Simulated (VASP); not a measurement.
# Hf (P6_3/mmc) in VASP: further runs, part 3 of 3

VASP 6.6.1. The steps go on from the part before.

**6. Band structure, TPSS**

INCAR reads:

```
  ALGO = Normal
  EDIFF = 1E-7
  ENCUT = 520
  ISIF = 2
  ISMEAR = -1
  LASPH = T
  LCHARG = F
  LMAXMIX = 4
  LMIXTAU = T
  LREAL = F
  LWAVE = F
  METAGGA = TPSS
  NELM = 80
  PREC = Accurate
  SIGMA = 0.05
```

KPOINTS reads:

```
k-points
0
Gamma
  10 10 5
```

POSCAR reads:

```
Hf
1.0
    3.1967000000      0.0000000000      0.0000000000
   -1.5983500000      2.7684234083      0.0000000000
    0.0000000000      0.0000000000      5.0578000000
Hf
2
Direct
    0.6666666667      0.3333333333      0.7500000000
    0.3333333333      0.6666666667      0.2500000000
```

KPOINTS_OPT reads:

```
path GMKGALHA,LM,KH
10
line-mode
reciprocal
 0.0000000000  0.0000000000  0.0000000000  G
 0.5000000000  0.0000000000  0.0000000000  M

 0.5000000000  0.0000000000  0.0000000000  M
 0.3333333333  0.3333333333  0.0000000000  K

 0.3333333333  0.3333333333  0.0000000000  K
 0.0000000000  0.0000000000  0.0000000000  G

 0.0000000000  0.0000000000  0.0000000000  G
 0.0000000000  0.0000000000  0.5000000000  A

 0.0000000000  0.0000000000  0.5000000000  A
 0.5000000000  0.0000000000  0.5000000000  L

 0.5000000000  0.0000000000  0.5000000000  L
 0.3333333333  0.3333333333  0.5000000000  H

 0.3333333333  0.3333333333  0.5000000000  H
 0.0000000000  0.0000000000  0.5000000000  A

 0.5000000000  0.0000000000  0.5000000000  L
 0.5000000000  0.0000000000  0.0000000000  M

 0.3333333333  0.3333333333  0.0000000000  K
 0.3333333333  0.3333333333  0.5000000000  H
```

Potentials or basis: VASP PAW PBE potentials, release 64 (Hf_pv).

The run is started by

```bash
$ cat potpaw_PBE.64/Hf_pv/POTCAR > POTCAR
$ mpirun -np 1 vasp_std > vasp.out
```

Run time: 11 min. Hardware: 1 thread of AMD EPYC, shared host; peak memory 0.16 GiB.

It converged, with:

- Free energy: -23.3656 eV
- Pressure: -2.2 GPa
- Band gap along the path: none (metal or under the smearing width)

Stress tensor (GPa, compression positive):
```
-2.10  0.00  0.00
 0.00 -2.10  0.00
 0.00  0.00 -2.55
```

Levels at the corners of the path, in eV from the Fermi level:
| point | band 7 | band 8 | band 9 | band 10 | band 11 | band 12 | band 13 | band 14 |
| --- | --- | --- | --- | --- | --- | --- | --- | --- |
| Γ | -7.35 | -3.69 | 0.60 | 1.22 | 1.22 | 1.48 | 2.05 | 2.05 |
| M | -3.33 | -2.75 | -2.24 | -0.82 | 0.82 | 0.89 | 1.70 | 5.96 |
| M | -3.33 | -2.75 | -2.24 | -0.82 | 0.82 | 0.89 | 1.70 | 5.97 |
| K | -2.14 | -1.79 | -1.79 | -1.47 | 0.39 | 0.39 | 2.06 | 5.27 |
| K | -2.14 | -1.79 | -1.79 | -1.47 | 0.39 | 0.39 | 2.06 | 5.27 |
| Γ | -7.35 | -3.69 | 0.60 | 1.22 | 1.22 | 1.48 | 2.05 | 2.05 |
| Γ | -7.35 | -3.69 | 0.60 | 1.22 | 1.22 | 1.48 | 2.05 | 2.05 |
| A | -5.38 | -5.38 | 0.16 | 0.16 | 1.11 | 1.11 | 1.11 | 1.11 |
| A | -5.38 | -5.38 | 0.16 | 0.16 | 1.11 | 1.11 | 1.11 | 1.11 |
| L | -3.40 | -3.40 | -0.97 | -0.97 | 1.16 | 1.16 | 2.69 | 2.69 |
| L | -3.40 | -3.40 | -0.97 | -0.97 | 1.16 | 1.16 | 2.69 | 2.69 |
| H | -1.74 | -1.74 | -1.48 | -1.48 | -0.19 | -0.19 | 2.55 | 2.55 |
| H | -1.74 | -1.74 | -1.48 | -1.48 | -0.19 | -0.19 | 2.55 | 2.55 |
| A | -5.38 | -5.38 | 0.16 | 0.16 | 1.11 | 1.11 | 1.11 | 1.11 |
| L | -3.40 | -3.40 | -0.97 | -0.97 | 1.16 | 1.16 | 2.69 | 2.69 |
| M | -3.33 | -2.75 | -2.24 | -0.82 | 0.82 | 0.89 | 1.70 | 5.97 |
| K | -2.14 | -1.79 | -1.79 | -1.47 | 0.39 | 0.39 | 2.06 | 5.27 |
| H | -1.74 | -1.74 | -1.48 | -1.48 | -0.19 | -0.19 | 2.55 | 2.55 |

Caveat: the PAW data sets were made with another functional, which shifts forces and pressure a little; spin-orbit coupling is left out, which moves the levels of the heavy elements.

**7. Band structure, TB-mBJ**

POSCAR is that of step 6.

INCAR.step1 reads:

```
  ALGO = Normal
  EDIFF = 1E-5
  ENCUT = 520
  GGA = PE
  ISIF = 2
  ISMEAR = -1
  LASPH = T
  LCHARG = F
  LMAXMIX = 4
  LREAL = F
  LWAVE = T
  NELM = 80
  PREC = Accurate
  SIGMA = 0.05
```

INCAR.step2 reads:

```
  ALGO = Normal
  EDIFF = 1E-7
  ENCUT = 520
  ISIF = 2
  ISMEAR = -1
  ISTART = 1
  LASPH = T
  LCHARG = F
  LMAXMIX = 4
  LREAL = F
  LWAVE = F
  METAGGA = MBJ
  NELM = 80
  PREC = Accurate
  SIGMA = 0.05
```

KPOINTS is that of step 6.

KPOINTS_OPT is that of step 6.

Potentials or basis: VASP PAW PBE potentials, release 64 (Hf_pv).

The run is started by

```bash
$ cat potpaw_PBE.64/Hf_pv/POTCAR > POTCAR
$ cp INCAR.step1 INCAR
$ mpirun -np 1 vasp_std > vasp.out
$ cp INCAR.step2 INCAR
$ mpirun -np 1 vasp_std > vasp.out
```

OUTCAR:

```text
EDIFF = 1E-7
   ENCUT = 520
   ISIF = 2
   ISMEAR = -1
   ISTART = 1
   LASPH = T
   LREAL = F
   METAGGA = MBJ
   NELM = 80
   PREC = Accurate

 ion  position               nearest neighbor table
   1  0.667  0.333  0.750-   2 3.13   2 3.13   2 3.13   2 3.13   2 3.13   2 3.13
   2  0.333  0.667  0.250-   1 3.13   1 3.13   1 3.13   1 3.13   1 3.13   1 3.13

  LATTYP: Found a hexagonal cell.
 ALAT       =     3.1967000000
 C/A-ratio  =     1.5821941377

[... 598 lines left out ...]
 [... further k-points ...]

------------------------ aborting loop because EDIFF is reached ----------------------------------------

  FORCE on cell =-STRESS in cart. coord.  units (eV):
  Direction    XX          YY          ZZ          XY          YZ          ZX
  --------------------------------------------------------------------------------------
  -------------------------------------------------------------------------------------
  Total       -9.0368167     -9.0368167     -8.9855246      0.0000000      0.0000000      0.0000000
  in kB     -323.4670200   -323.4670200   -321.6310542      0.0000000      0.0000000      0.0000000
  external PRESSURE =    -322.8550314 kB  Pullay stress =       0.0000000 kB

 VOLUME and BASIS-vectors are now :
 -----------------------------------------------------------------------------
  energy-cutoff  :      520.00
  volume of cell :       44.76
      direct lattice vectors                 reciprocal lattice vectors
     3.196700000  0.000000000  0.000000000     0.312822598  0.180608211  0.000000000
    -1.598350000  2.768423408  0.000000000     0.000000000  0.361216423  0.000000000
     0.000000000  0.000000000  5.057800000     0.000000000  0.000000000  0.197714421

 POSITION                                       TOTAL-FORCE (eV/Angst)
 -----------------------------------------------------------------------------------
      1.59835      0.92281      3.79335         0.000000      0.000000      0.000000
     -0.00000      1.84562      1.26445        -0.000000     -0.000000      0.000000
 -----------------------------------------------------------------------------------
    total drift:                               -0.000000      0.000000     -0.000000

  FREE ENERGIE OF THE ION-ELECTRON SYSTEM (eV)
  ---------------------------------------------------
  free  energy   TOTEN  =      1532.7112397062 eV

  energy  without entropy=     1532.7213511628  energy(sigma->0) =     1532.71629543
```

OSZICAR.step1:

```text
N       E                     dE             d eps       ncg     rms          rms(c)
DAV:   1     0.465168780178E+02    0.46517E+02   -0.11687E+04  1184   0.136E+03
DAV:   2    -0.185526514335E+02   -0.65070E+02   -0.63925E+02  1464   0.268E+02
DAV:   3    -0.205491633370E+02   -0.19965E+01   -0.19699E+01  1608   0.306E+01
DAV:   4    -0.205674187618E+02   -0.18255E-01   -0.18232E-01  1344   0.374E+00
DAV:   5    -0.205677416456E+02   -0.32288E-03   -0.32266E-03  1668   0.383E-01    0.650E+01
DAV:   6    -0.200460357391E+02    0.52171E+00   -0.50507E-01  1236   0.549E+00    0.383E+01
DAV:   7    -0.198643230273E+02    0.18171E+00   -0.83617E-01  1274   0.676E+00    0.203E+00
DAV:   8    -0.198549906627E+02    0.93324E-02   -0.53980E-02  1296   0.178E+00    0.909E-02
DAV:   9    -0.198550786283E+02   -0.87966E-04   -0.10931E-03  1662   0.265E-01    0.192E-01
DAV:  10    -0.198550688520E+02    0.97764E-05   -0.66307E-05  1350   0.653E-02
   1 F= -.19855069E+02 E0= -.19849587E+02  d E =-.109635E-01
```

It took 2.6 min on 1 thread of AMD EPYC, shared host; peak memory 0.15 GiB.

What came out:

| Item | Value |
| --- | --- |
| Band gap along the path | none (metal or under the smearing width) |

Levels at the corners of the path, in eV from the Fermi level:
```csv
point,band 6,band 7,band 8,band 9,band 10,band 11,band 12,band 13,band 14
Γ,-30.29,-7.24,-3.65,0.68,1.20,1.20,1.49,2.01,2.01
M,-30.37,-3.28,-2.72,-2.23,-0.79,0.84,0.93,1.78,5.78
M,-30.37,-3.28,-2.72,-2.23,-0.79,0.84,0.93,1.78,5.78
K,-30.59,-2.14,-1.80,-1.80,-1.36,0.43,0.43,2.20,5.09
K,-30.59,-2.14,-1.80,-1.80,-1.36,0.43,0.43,2.20,5.09
Γ,-30.29,-7.24,-3.65,0.68,1.20,1.20,1.49,2.01,2.01
Γ,-30.29,-7.24,-3.65,0.68,1.20,1.20,1.49,2.01,2.01
A,-30.35,-5.28,-5.28,0.15,0.15,1.10,1.10,1.10,1.10
A,-30.35,-5.28,-5.28,0.15,0.15,1.10,1.10,1.10,1.10
L,-30.48,-3.33,-3.33,-1.01,-1.01,1.25,1.25,2.67,2.67
L,-30.48,-3.33,-3.33,-1.01,-1.01,1.25,1.25,2.67,2.67
H,-30.43,-1.67,-1.67,-1.43,-1.43,-0.27,-0.27,2.59,2.59
H,-30.43,-1.67,-1.67,-1.43,-1.43,-0.27,-0.27,2.59,2.59
A,-30.35,-5.28,-5.28,0.15,0.15,1.10,1.10,1.10,1.10
L,-30.48,-3.33,-3.33,-1.01,-1.01,1.25,1.25,2.67,2.67
M,-30.37,-3.28,-2.72,-2.23,-0.79,0.84,0.93,1.78,5.78
K,-30.59,-2.14,-1.80,-1.80,-1.36,0.43,0.43,2.20,5.09
H,-30.43,-1.67,-1.67,-1.43,-1.43,-0.27,-0.27,2.59,2.59
```

Caveat: the PAW data sets were made with another functional, which shifts forces and pressure a little; spin-orbit coupling is left out, which moves the levels of the heavy elements.

**8. Summary**

```csv
level,further INCAR settings,pressure (GPa)
AM05,ALGO = Fast; EDIFF = 1e-07,-4.2
PW91,ALGO = Fast; EDIFF = 1e-07,0.0
r2SCAN,ALGO = Normal; EDIFF = 1e-07,-0.8
SCAN,ALGO = Normal; EDIFF = 1e-07,-4.4
TPSS,ALGO = Normal; EDIFF = 1e-07,-2.2
TB-mBJ,ALGO = Normal; EDIFF = 1e-07,-
```

Alike in all rows: task band structure; potentials or basis VASP PAW PBE potentials, release 64 (Hf_pv); no spin polarisation; cell as given; k mesh 10 × 10 × 5; cutoff (eV) 520; smearing fermi-dirac 0.05 eV.

The pressure there spans -4.4 GPa (SCAN) to 0.0 GPa (PW91); a positive pressure means that this level wants a larger cell, a negative one a smaller.

Caveats: the PAW data sets were made with another functional, which shifts forces and pressure a little; spin-orbit coupling is left out, which moves the levels of the heavy elements.

Total energies depend on the potentials used, so only differences within one code and one set of settings carry meaning.
